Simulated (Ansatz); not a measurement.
A distorted cell of CaF2 (fluorite):

```
CaF2
1.0
    0.00000     2.71957     2.71957
    2.71957     0.00000     2.71957
    2.71957     2.71957     0.00000
Ca F
1 2
Cartesian
  0.00000   0.00000  -0.08848
  1.35979   1.35979   1.45312
  4.07936   4.07936   4.17269
```

All values below come from r2SCAN (plane waves to 500 eV, PAW, scalar-relativistic; Ansatz, a first-principles code). k mesh 11×11×11 (Γ-centred), Fermi-Dirac smearing 0.05 eV. Stress and pressure are positive under compression. CaF2 was relaxed with its symmetry unable to fall.

Problem. What forces act on the atoms (eV/Å, Cartesian)?

Solution. 
| atom | Fx | Fy | Fz |
|---|---|---|---|
| Ca1 | 0.000 | 0.000 | 0.909 |
| F2 | 0.000 | 0.000 | -0.454 |
| F3 | 0.000 | 0.000 | -0.454 |

Problem. What is the stress tensor (GPa)?

Solution. 
```
    1.7      0.0      0.0
    0.0      1.7      0.0
    0.0      0.0      0.9
```
The pressure, a third of the trace, is 1.5 GPa.

(A displaced cell: forces are minus the slopes of the energy, force constants its curvatures, and phonons follow from these.)
